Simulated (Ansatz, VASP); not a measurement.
**Two plane-wave programs on Si**

INCAR

```
SYSTEM = Si
PREC = Accurate
ENCUT = 600
EDIFF = 1E-6
ISMEAR = -1
SIGMA = 0.05
LREAL = .FALSE.
LASPH = .TRUE.
NELM = 80
ALGO = Normal
ISIF = 3
LWAVE = .FALSE.
LCHARG = .FALSE.
METAGGA = R2SCAN
LMIXTAU = .TRUE.
IBRION = 2
NSW = 40
EDIFFG = -0.005
```

The input KPOINTS:

```
regular mesh
0
G
  8 8 8
  0 0 0
```

The input POSCAR:

```
Si
1.0
    0.0000000000      2.7218511865      2.7218511865
    2.7218511865      0.0000000000      2.7218511865
    2.7218511865      2.7218511865      0.0000000000
Si
2
Direct
    0.5000000000      0.5000000000      0.5000000000
    0.7500000000      0.7500000000      0.7500000000
```

The input input.yaml:

```yaml
crystal:
  lattice:
    - [0.0, 2.7218511865, 2.7218511865]
    - [2.7218511865, 0.0, 2.7218511865]
    - [2.7218511865, 2.7218511865, 0.0]
  atoms:
    - { symbol: Si, position: [0.5, 0.5, 0.5] }
    - { symbol: Si, position: [0.75, 0.75, 0.75] }
hamiltonian:
  xc: r2scan
  pseudopotentials: { kind: paw }
kpoints:
  mp_grid: { grid: [8, 8, 8] }
scf:
  occupations: { method: fermi_dirac, width: 0.05 }
output:
  forces: true
  stress: true
  eigenvalues: true
  write_density: true
  write_potential: true
  elf: true
  volumetric_format: npy
relax:
  f_tol: 0.01
  max_steps: 40
  cell: { stress_tol: 0.05 }
```

Alike in both runs: task relaxation of cell and atoms; functional r2SCAN; k mesh 8 × 8 × 8; occupations fermi-dirac, width 0.05 eV; no spin polarisation.

```csv
,VASP,Ansatz
version,VASP 6.6.1,Ansatz 0.2.0
potentials or method,"VASP PAW PBE potentials, release 64 (Si)",Ansatz PAW
plane-wave cutoff (eV),600,500
valence electrons in the cell,8,8
```

```tsv
	VASP	Ansatz	Ansatz less VASP
gap on the k mesh at the Fermi level, each at its own relaxed structure (eV)	0.82	0.81	-0.012
relaxed volume (Å³/atom)	20.12	20.16	+0.043
relaxed cell length with the largest relative difference (Å)	3.847	3.849	+0.0028
```

Caveats: the PAW data sets were made with another functional, which shifts forces and pressure a little (VASP); the plane-wave basis is chosen anew once the cell has moved, so the energies of steps on either side of that aren't comparable (Ansatz); the PAW data sets come from PBE, with cores solved anew for the run's functional, which leaves a small shift of forces and pressure (Ansatz). r2SCAN opens gaps a little over a GGA but as a rule still falls short of measured ones. A k mesh can miss the band edges.
